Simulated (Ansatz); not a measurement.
# RbBr: the cost of one run

All numbers are computed with Ansatz 0.2.0 through its Python package. The levels of theory stand in the script.

The COD entry's cell or inner coordinates are ideal or old and differ from later refinements, so a difference from it is no clean test against experiment.

## (1) The system

Symmetry: Fm-3m, No. 225, cubic system. Conventional cell: a = 6.854 Å, b = 6.854 Å, c = 6.854 Å, α = 90.00°, β = 90.00°, γ = 90.00°. Rb (site symmetry m-3m) is surrounded by 6 Br at 3.43 Å. Around Br (site symmetry m-3m) lie 6 Rb at 3.43 Å.

No structure file is read: the coordinates are typed or built in the script.

## (2) The code

run_ddh.py reads:

```python
'''A hybrid whose exact exchange is one over the dielectric constant of RbBr.'''

from dataclasses import dataclass

import ansatz
import numpy as np


@dataclass(frozen=True)
class RunConfig:
    mesh: tuple[int, ...] = (2, 2, 2)
    extra_bands: int = 8
    smearing: str = 'fixed'


opts = RunConfig()


def count_gap(report):
    # lowest empty less highest filled band, counting bands; zero where they overlap
    return max(report.get('gap_by_band_count_ev') or 0.0, 0.0)

lattice = ansatz.Lattice.of(
    [0.0, 3.427, 3.427],
    [3.427, 0.0, 3.427],
    [3.427, 3.427, 0.0],
)
sites = [
    ('Rb', [0.0, 0.0, 0.0]),
    ('Br', [0.5, 0.5, 0.5]),
]
xtal = ansatz.Crystal(lattice=lattice)
for symbol, position in sites:
    xtal = xtal.atom(symbol, position)

calculation = (
    xtal.calculation()
    .basis(24 * ansatz.Ry, xc_grid=1)
    .accuracy('high')
    .kpoints(mesh=opts.mesh)
    .mixing('msr1', preconditioner='resta')
    .scf(extra_bands=opts.extra_bands)
    .occupations(opts.smearing)
    .band_table()
)
semilocal = calculation.functional('pbe').run().report
hybrid = calculation.functional(exchange='pbe', correlation='pbe', exact_fraction='inverse_dielectric').run().report
alpha = hybrid['hybrid']['exact_exchange_fraction']
print(f'fraction of exact exchange {alpha:.4f}, so eps_inf = {1 / alpha:.2f}')
print(f'gap by band count: {count_gap(semilocal):.3f} eV semilocal, {count_gap(hybrid):.3f} eV hybrid')
```

## (3) What the engine is handed

The package turns the script's settings into the engine's input (first run):

```yaml
crystal:
  lattice:
    - [0.0, 3.427, 3.427]
    - [3.427, 0.0, 3.427]
    - [3.427, 3.427, 0.0]
  atoms:
    - { symbol: Rb, position: [0.0, 0.0, 0.0] }
    - { symbol: Br, position: [0.5, 0.5, 0.5] }
accuracy: high
basis:
  ecutwfc: 326.536634951856
  xc_grid: 1
kpoints:
  mp_grid:
    grid: [2, 2, 2]
hamiltonian:
  xc: pbe
scf:
  n_extra_bands: 8
  mixing:
    algorithm: msr1
    preconditioner: resta
  occupations:
    method: fixed
output:
  eigenvalues: true
```

## (4) Launch

Started as:

```bash
python run_ddh.py
```

What time and memory should one allow on 1 thread of Arm Neoverse V2, shared host?

About 49 s, with a peak of 0.67 GiB.
